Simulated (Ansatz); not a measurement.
# Step by step: Zn, relaxation of cell and atoms

Method: Ansatz 0.2.0, DFT, PBE, PAW with Ansatz's default frozen-core files, scalar-relativistic.

Command: `ansatz run input.yaml --threads 1 --pin off --max-ram 2048MiB --backend cpu --events-out ev --progress --plain --runs-dir out` The run took 7.9 s on 1 thread of Arm Neoverse V2, with other jobs on the host.

```yaml
crystal:
  lattice:
    - [-1.4931222287, 1.4931222287, 1.4931222287]
    - [1.4931222287, -1.4931222287, 1.4931222287]
    - [1.4931222287, 1.4931222287, -1.4931222287]
  atoms:
    - { symbol: Zn, position: [0.0, 0.0, 0.0] }
kpoints:
  mp_grid: { grid: [17, 17, 17] }
scf:
  occupations: { method: fermi_dirac, width: 0.05 }
hamiltonian:
  xc: pbe
  pseudopotentials: { kind: paw }
output:
  forces: true
  stress: true
relax:
  f_tol: 0.005
  max_steps: 80
  cell: {}
```

The cell is built from the bcc type as a first guess.

The cutoff is 420 eV; energies and pressures of the walk include the program's estimate of the Pulay term.

Each frame lists the cell vectors (Å), then Cartesian positions (Å); symmetry keeps all forces zero. Free energies count from the first step, -3318.8733 eV.

The walk took 6 evaluations in all; steps that aren't listed are left out.

Step 1: E = 0.0 meV, P = 13.41 GPa

```
cell -1.4931 1.4931 1.4931 1.4931 -1.4931 1.4931 1.4931 1.4931 -1.4931
Zn    0.0000    0.0000    0.0000
```

Step 2:

```
cell -1.5307 1.5307 1.5307 1.5307 -1.5307 1.5307 1.5307 1.5307 -1.5307
Zn    0.0000    0.0000    0.0000
```

Step 3: E = -71.5 meV, P = 1.18 GPa

```
cell -1.5574 1.5574 1.5574 1.5574 -1.5574 1.5574 1.5574 1.5574 -1.5574
Zn    0.0000    0.0000    0.0000
```

(1) Give the energy, pressure of step 2.

(2) How does the relaxation end?

Results:

(1) E = -57.2 meV, P = 5.30 GPa
```
Zn    0.0000    0.0000    0.0000
```

(2) It converges, with a = 3.133 Å, b = 3.133 Å, c = 3.133 Å, α = 90.00°, β = 90.00°, γ = 90.00° (conventional cell, space group Im-3m). The last solve (on a basis chosen afresh for the final cell, so its energy is not quite comparable) gives E = -73.8 meV, P = -0.02 GPa:
```
cell -1.5664 1.5664 1.5664 1.5664 -1.5664 1.5664 1.5664 1.5664 -1.5664
Zn    0.0000    0.0000    0.0000
```
